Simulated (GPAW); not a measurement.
# WC (Fm-3m) in GPAW: convergence with smearing function

Aim: find how far smearing function must go before the results for WC settle, at PBEsol. This setting moves, with any that are tied to it; all else stays.

Program: GPAW 26.7.0. These are calculated values, not measurements. Logs are shortened: lines on timing, memory, paths and dates and some standing lists are left out, and cuts for length are marked. The log counts tension as positive stress, the text compression.

## 1. The crystal as given

Symmetry: Fm-3m, No. 225, cubic system. The conventional cell has a = 4.385 Å, b = 4.385 Å, c = 4.385 Å, α = 90.00°, β = 90.00°, γ = 90.00°. Around W (site symmetry m-3m) lie 6 C at 2.19 Å. Around C (site symmetry m-3m) lie 6 W at 2.19 Å.

Measurements of this composition are mostly on another form, of space group No. 187.

## 2. With smearing function fermi-dirac

File run.py:

```python
from ase import Atoms
from ase.dft.bandgap import bandgap
from ase.io import write
from ase.units import GPa
from gpaw import GPAW, PW, setup_paths

setup_paths.insert(0, '.')

atoms = Atoms(['W', 'C'],
              cell=[[0.0, 2.192684, 2.192684],
                    [2.192684, 0.0, 2.192684],
                    [2.192684, 2.192684, 0.0]],
              scaled_positions=[[0.0, 0.0, 0.0],
                                [0.5, 0.5, 0.5]],
              pbc=True)

calc = GPAW(mode=PW(800),
            xc='PBEsol',
            kpts={'size': (10, 10, 10), 'gamma': True},
            occupations={'name': 'fermi-dirac', 'width': 0.1},
            nbands=19,
            convergence={'density': 1e-05, 'energy': 1e-05},
            maxiter=100,
            txt='gpaw.txt')
atoms.calc = calc
energy = atoms.get_potential_energy()
forces = atoms.get_forces()
stress = atoms.get_stress()
calc.write('gs.gpw')
write('result.traj', atoms)
print(f'Energy: {energy:.6f} eV')
print('Forces (eV/A):')
print(forces.round(4))
print('Stress (GPa):', (stress / GPa).round(3))
print('Fermi level:', round(calc.get_fermi_level(), 4), 'eV')
print(f'Gap: {bandgap(calc)[0]:.4f} eV, direct: {bandgap(calc, direct=True)[0]:.4f} eV')
```

Potentials or basis: PAW data sets generated in the run's folder for this functional, pw.

Run with:

```console
gpaw-setup -f PBEsol C W
OMP_NUM_THREADS=1 python run.py
```

gpaw.txt:

```text
__  _  _
 | _ |_)|_||  |
 |__||  | ||/\| - 26.7.0

Input parameters:
  mode=PW(ecut=800.0),
  convergence={'density': 1e-05, 'energy': 1e-05},
  kpts=MonkhorstPack(size=(10, 10, 10), gamma=True),
  maxiter=100,
  nbands=19,
  occupations=Occupations(name='fermi-dirac', width=0.1),
  xc=XC(name='PBEsol')

Diagonalizing LCAO Hamiltonian
Converting LCAO to pw mode

              C

       W

Atoms  # Å, Bohr magnetons
|   | symbol |        x |        y |        z |    initial magnetic moments |
|---|--------|----------|----------|----------|-----------------------------|
| 0 |      W | 0.000000 | 0.000000 | 0.000000 | ( 0.0000,  0.0000,  0.0000) |
| 1 |      C | 2.192684 | 2.192684 | 2.192684 | ( 0.0000,  0.0000,  0.0000) |

Unit cell  # Å
| periodic |        x |        y |        z |  lengths |    angles |
|----------|----------|----------|----------|----------|-----------|
|      yes | 0.000000 | 2.192684 | 2.192684 | 3.100923 | 60.000000 |
|      yes | 2.192684 | 0.000000 | 2.192684 | 3.100923 | 60.000000 |
|      yes | 2.192684 | 2.192684 | 0.000000 | 3.100923 | 60.000000 |

Number of symmetries: 48
Symmetry operations  # r_c * U_cc + t_c -> r_c
|    | kind |            matrix            |
|----|------|------------------------------|
|  0 |  σ   |  1, 0, 0,  1, 0,-1,  1,-1, 0 |
|  1 |  C2  |  1, 0, 0,  1,-1, 0,  1, 0,-1 |
|  2 |  E   |  1, 0, 0,  0, 1, 0,  0, 0, 1 |
|  3 |  σ   |  1, 0, 0,  0, 0, 1,  0, 1, 0 |
|  4 |  C4  |  1, 0,-1,  1, 0, 0,  1,-1, 0 |
|  5 |  S6  |  1, 0,-1,  1,-1, 0,  1, 0, 0 |
|  6 |  σ   |  1, 0,-1,  0, 1,-1,  0, 0,-1 |
|  7 |  C3  |  1, 0,-1,  0, 0,-1,  0, 1,-1 |
|  8 |  S6  |  1,-1, 0,  1, 0, 0,  1, 0,-1 |
|  9 |  C4  |  1,-1, 0,  1, 0,-1,  1, 0, 0 |
| 10 |  C3  |  1,-1, 0,  0,-1, 1,  0,-1, 0 |
| 11 |  σ   |  1,-1, 0,  0,-1, 0,  0,-1, 1 |
| 12 |  σ   |  0, 1, 0,  1, 0, 0,  0, 0, 1 |
| 13 |  C4  |  0, 1, 0,  0, 1,-1, -1, 1, 0 |
| 14 |  C3  |  0, 1, 0,  0, 0, 1,  1, 0, 0 |
| 15 |  S6  |  0, 1, 0, -1, 1, 0,  0, 1,-1 |
| 16 |  C2  |  0, 1,-1,  1, 0,-1,  0, 0,-1 |
[... 141 lines left out ...]
  Good broyden scale: 1.0
  Trust region scale: 1.0
  Backstep threshold: 4.0
  History deletion threshold: 6.0
  Fourier metric: weight=20.0, sigma=0.015

occupation numbers:
  Fermi-Dirac:
    width: 0.1000  # eV

poisson solver:
  ecut: 6400.0  # eV

xc functional:
  name: PBEsol with 2 nearest neighbor stencil

convergence criteria:
- Maximum integral of absolute [dens]ity change: 1e-05 electrons / valence electron
- Maximum [total energy] change in last 3 cyles: 1e-05 eV / valence electron
- Maximum integral of absolute [eigenst]ate change: 4e-08 eV^2 / valence electron
maximum number of iterations: 100

SCF iterations
|iter     | |      energy | eigst |  dens |
|---------|-|-------------|-------|-------|
|iter:   1| |  -23.416346 | +0.09 |       |
|iter:   2| |  -22.862359 | -2.59 | -0.90 |
|iter:   3| |  -21.644025 | -1.58 | -0.97 |
|iter:   4| |  -21.648291 | -3.43 | -1.75 |
|iter:   5| |  -21.655315 | -3.78 | -1.97 |
|iter:   6| |  -21.655228 | -5.75 | -3.03 |
|iter:   7| |  -21.655230c| -7.56c| -3.87 |
|iter:   8| |  -21.655231c| -8.20c| -4.29 |
|iter:   9| |  -21.655231c| -9.18c| -5.44c|

Converged in 9 steps
Energy contributions relative to reference atoms: (reference = -439665.733139)

Energy contributions:
  Kinetic:           8.594609
  Coulomb:         -10.073544
  Zero:              0.004319
  External:          0.000000
  Xc:              -20.166989
  Entropy:          -0.027250
  Spinorbit:         0.000000
  ----------------------------
  Free energy:     -21.668856
  Extrapolated:    -21.655231

dipole moment: (-16.335192, -16.335192, -16.335192)  # |e|*Ang

Fermi level: 15.274
Eigenvalues  # (at kpt = [0.000, 0.000, 0.000])
| band index |      eig [eV] | occ [0-2] |
|------------|---------------|-----------|
|          0 |       -59.909 |     2.000 |
|        ... |               |           |
|          5 |        12.500 |     2.000 |
|          6 |        12.500 |     2.000 |
|          7 |        12.500 |     2.000 |
|          8 |        14.238 |     2.000 |
|          9 |        14.238 |     2.000 |
|         10 |        14.238 |     2.000 |
|         11 |        14.294 |     2.000 |
|         12 |        14.294 |     2.000 |
|         13 |        21.753 |     0.000 |
|         14 |        24.989 |     0.000 |
|         15 |        38.392 |     0.000 |
|         16 |        38.392 |     0.000 |
|         17 |        38.392 |     0.000 |
|         18 |        41.101 |     0.000 |

No gap
No difference between direct/indirect transitions

Forces  # eV/Ang
|        x |        y |        z |
|----------|----------|----------|
|  0.00000 | -0.00000 |  0.00000 |  # W    0
| -0.00000 | -0.00000 | -0.00000 |  # C    1

Stress tensor  # eV/Ang^3
|         x |        y |         z |
|-----------|----------|-----------|
|  0.066483 | 0.000000 | -0.000000 |
|  0.000000 | 0.066483 |  0.000000 |
| -0.000000 | 0.000000 |  0.066483 |

# Writing to gs.gpw (mode='')
```

Run time: 20 s. Hardware: 1 thread of Arm Neoverse V2, shared host; peak memory 0.16 GiB.

Results:

```
Free energy            : -21.6689 eV
Pressure               : -10.7 GPa
Band gap on the k mesh : none (metal or under the smearing width)
```

## 3. With smearing function gaussian

Edit run.py of step 2 so:

```diff
@@ -19,3 +19,3 @@
             kpts={'size': (10, 10, 10), 'gamma': True},
-            occupations={'name': 'fermi-dirac', 'width': 0.1},
+            occupations={'name': 'methfessel-paxton', 'order': 0, 'width': 0.1},
             nbands=19,
```

Potentials or basis: PAW data sets generated in the run's folder for this functional, pw.

Run with:

```console
gpaw-setup -f PBEsol C W
OMP_NUM_THREADS=1 python run.py
```

It took 20 s on 1 thread of Arm Neoverse V2, shared host; peak memory 0.16 GiB.

It converged, with:

* Free energy: -21.6577 eV
* Pressure: -10.8 GPa
* Band gap on the k mesh: none (metal or under the smearing width)

## 4. With smearing function marzari-vanderbilt

Edit run.py of step 3 so:

```diff
@@ -19,3 +19,3 @@
             kpts={'size': (10, 10, 10), 'gamma': True},
-            occupations={'name': 'methfessel-paxton', 'order': 0, 'width': 0.1},
+            occupations={'name': 'marzari-vanderbilt', 'width': 0.1},
             nbands=19,
```

Run with:

```console
gpaw-setup -f PBEsol C W
OMP_NUM_THREADS=1 python run.py
```

Run time: 20 s. Hardware: 1 thread of Arm Neoverse V2, shared host; peak memory 0.16 GiB.

The run converged. Its results:

* Free energy: -21.6562 eV
* Pressure: -10.8 GPa
* Band gap on the k mesh: none (metal or under the smearing width)

## 5. With smearing function methfessel-paxton

Edit run.py of step 4 so:

```diff
@@ -19,3 +19,3 @@
             kpts={'size': (10, 10, 10), 'gamma': True},
-            occupations={'name': 'marzari-vanderbilt', 'width': 0.1},
+            occupations={'name': 'methfessel-paxton', 'width': 0.1, 'order': 1},
             nbands=19,
```

Run with:

```console
gpaw-setup -f PBEsol C W
OMP_NUM_THREADS=1 python run.py
```

It took 20 s on 1 thread of Arm Neoverse V2, shared host; peak memory 0.16 GiB.

Results (log left out):

```
Free energy            : -21.6556 eV
Pressure               : -10.8 GPa
Band gap on the k mesh : none (metal or under the smearing width)
```

## 6. With smearing function tetrahedron-method

Edit run.py of step 5 so:

```diff
@@ -19,3 +19,3 @@
             kpts={'size': (10, 10, 10), 'gamma': True},
-            occupations={'name': 'methfessel-paxton', 'width': 0.1, 'order': 1},
+            occupations={'name': 'tetrahedron-method'},
             nbands=19,
```

Potentials or basis: PAW data sets generated in the run's folder for this functional, pw.

Run with:

```console
gpaw-setup -f PBEsol C W
OMP_NUM_THREADS=1 python run.py
```

Wall time 21 s (1 thread of Arm Neoverse V2, shared host); peak memory 0.16 GiB.

The run converged. Its results:

| Property | Result |
| --- | --- |
| Free energy | -21.5646 eV |
| Pressure | -9.8 GPa |
| Band gap on the k mesh | none (metal or under the smearing width) |

## 7. With smearing function improved-tetrahedron-method

Edit run.py of step 6 so:

```diff
@@ -19,3 +19,3 @@
             kpts={'size': (10, 10, 10), 'gamma': True},
-            occupations={'name': 'tetrahedron-method'},
+            occupations={'name': 'improved-tetrahedron-method'},
             nbands=19,
```

Run with:

```console
gpaw-setup -f PBEsol C W
OMP_NUM_THREADS=1 python run.py
```

It took 21 s on 1 thread of Arm Neoverse V2, shared host; peak memory 0.16 GiB.

It converged, with:

- Free energy: -21.6489 eV
- Pressure: -10.7 GPa
- Band gap on the k mesh: none (metal or under the smearing width)

## 8. With smearing function fixed

Edit run.py of step 7 so:

```diff
@@ -19,3 +19,3 @@
             kpts={'size': (10, 10, 10), 'gamma': True},
-            occupations={'name': 'improved-tetrahedron-method'},
+            occupations={'width': 0.0},
             nbands=19,
```

Run with:

```console
gpaw-setup -f PBEsol C W
OMP_NUM_THREADS=1 python run.py
```

Wall time 20 s (1 thread of Arm Neoverse V2, shared host); peak memory 0.16 GiB.

It converged, with:

```yaml
Free_energy: -21.6548 eV
Pressure: -10.7 GPa
Band_gap_on_the_k_mesh: none (metal or under the smearing width)
```

## 9. The series at a glance

| smearing function | energy less the tightest run, at zero smearing (meV/atom) | pressure (GPa) | SCF cycles | CPU time (s) | peak memory (GiB) |
| --- | --- | --- | --- | --- | --- |
| fermi-dirac | -0.21 | -10.65 | 9 | 20 | 0.16 |
| gaussian | -0.49 | -10.77 | 9 | 20 | 0.16 |
| marzari-vanderbilt | -0.72 | -10.76 | 9 | 20 | 0.16 |
| methfessel-paxton | -0.40 | -10.78 | 9 | 20 | 0.16 |
| tetrahedron-method | 45.13 | -9.78 | 9 | 21 | 0.16 |
| improved-tetrahedron-method | 2.94 | -10.71 | 9 | 21 | 0.16 |
| fixed | 0.00 | -10.75 | 9 | 20 | 0.16 |

Against the tightest run, the pressure stays within 0.1 GPa from improved-tetrahedron-method on. Not settled before the last step: the energy (to 1 meV/atom). Narrower smearing needs a denser k mesh, so at a fixed mesh the narrowest width isn't the most accurate. The tightest run that finished is the yardstick and may itself not be fully converged.
